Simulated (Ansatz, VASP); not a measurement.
**AlGaN2 in VASP and in Ansatz**

The input POSCAR:

```
AlGaN2
1.0
    3.1879902044      0.0000000000      0.0000000000
    0.0000000000      3.1879902044      0.0000000000
    0.0000000000      0.0000000000      4.4238379400
Al Ga N
1 1 2
Direct
    0.5000000000      0.5000000000      0.5000000000
    0.0000000000      0.0000000000      0.0000000000
    0.5000000000      0.0000000000      0.7382648100
    0.0000000000      0.5000000000      0.2617351900
```

INCAR.step1

```
SYSTEM = AlGaN2
PREC     = Accurate       ! precision mode
ENCUT    = 520            ! plane-wave cutoff, eV
ISMEAR   = 0              ! smearing method
SIGMA    = 0.05           ! smearing width, eV
LREAL    = .False.        ! projectors in reciprocal space
LASPH    = .True.         ! aspherical terms in the spheres
NELM     = 60             ! most SCF steps
NBANDS   = 21             ! bands
GGA      = PE             ! functional
ALGO     = Normal         ! electronic algorithm
EDIFF    = 1E-4           ! SCF threshold, eV
LWAVE    = .True.         ! write WAVECAR
LCHARG   = .False.        ! write CHGCAR
```

Contents of INCAR.step2:

```
SYSTEM = AlGaN2
PREC     = Accurate       ! precision mode
ENCUT    = 520            ! plane-wave cutoff, eV
EDIFF    = 1E-6           ! SCF threshold, eV
ISMEAR   = 0              ! smearing method
SIGMA    = 0.05           ! smearing width, eV
LREAL    = .False.        ! projectors in reciprocal space
LASPH    = .True.         ! aspherical terms in the spheres
NELM     = 60             ! most SCF steps
ALGO     = Normal         ! electronic algorithm
ISIF     = 2              ! what is computed and relaxed
LWAVE    = .False.        ! write WAVECAR
LCHARG   = .False.        ! write CHGCAR
METAGGA  = R2SCAN         ! meta-GGA
LMIXTAU  = .True.       
NBANDS   = 21             ! bands
ISTART   = 1
```

The input KPOINTS:

```
regular mesh
0
Gamma
  8 8 6
  0 0 0
```

Input for Ansatz:

```yaml
crystal:
  lattice:
    - [3.1879902044, 0.0, 0.0]
    - [0.0, 3.1879902044, 0.0]
    - [0.0, 0.0, 4.42383794]
  atoms:
    - { symbol: Al, position: [0.5, 0.5, 0.5] }
    - { symbol: Ga, position: [0.0, 0.0, 0.0] }
    - { symbol: "N", position: [0.5, 0.0, 0.73826481] }
    - { symbol: "N", position: [0.0, 0.5, 0.26173519] }
basis:
  ecutwfc: 500
kpoints:
  mp_grid: { grid: [8, 8, 6] }
hamiltonian:
  xc: r2scan
scf:
  occupations: { method: gaussian, width: 0.05 }
output:
  forces: true
  stress: true
  eigenvalues: true
```

Change from the starting cell: strain +0.015 along x and y, +0.000 along z, atoms carried along.

Alike in both runs: task single point; functional r2SCAN; k mesh 8 × 8 × 6; occupations gaussian, width 0.05 eV; no spin polarisation.

|  | VASP | Ansatz |
| --- | --- | --- |
| version | VASP 6.6.1 | Ansatz 0.2.0 |
| potentials or method | VASP PAW PBE potentials, release 64 (Al, Ga_d, N) | scalar-relativistic, plane waves, PAW |
| plane-wave cutoff (eV) | 520 | 500 |
| valence electrons in the cell | 26 | 26 |

```tsv
	VASP	Ansatz	Ansatz less VASP
gap on the k mesh at the Fermi level (eV)	3.15	3.14	-0.009
least direct gap on the mesh (eV)	3.15	3.14	-0.009
pressure (GPa)	-5.8	-6.1	-0.24
largest component of the traceless stress (GPa)	1.45	1.39	-0.059
rms of the force components (eV/Å)	0.008	0.027	+0.0190
```

Atom by atom the forces differ by 0.034 eV/Å (rms over components).

Caveats: the PAW data sets were made with another functional, which shifts forces and pressure a little (VASP).
